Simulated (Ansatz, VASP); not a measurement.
## BN in VASP and in Ansatz

```xyz
2
Lattice="0.0000 3.4429 2.1661 1.2329 0.0000 2.1661 1.2329 3.4429 0.0000" Properties=species:S:1:pos:R:3 pbc="T T T"
B     1.2329    3.4429    0.0002
N     1.2329    3.4429    2.8881
```

Change from the starting cell: strain -0.015 along x and y, +0.000 along z, atoms carried along.

Alike in both runs: task single point; functional PBE; dispersion D3(BJ); k mesh 12 × 12 × 12; occupations gaussian, width 0.05 eV; no spin polarisation.

|  | VASP | Ansatz |
| --- | --- | --- |
| version | VASP 6.6.1 | Ansatz 0.2.0 |
| potentials or method | VASP PAW PBE potentials, release 64 (B, N) | scalar-relativistic, plane waves, PAW |
| plane-wave cutoff (eV) | 520 | 420 |
| valence electrons in the cell | 8 | 8 |

```tsv
	VASP	Ansatz	Ansatz less VASP
gap on the k mesh at the Fermi level (eV)	3.76	3.77	+0.008
least direct gap on the mesh (eV)	4.62	4.62	+0.003
pressure (GPa)	6.5	6.4	-0.06
largest component of the traceless stress (GPa)	9.42	9.30	-0.121
rms of the force components (eV/Å)	0.116	0.116	+0.0001
```

Atom by atom the forces differ by 0.000 eV/Å (rms over components).

A k mesh can miss the band edges.
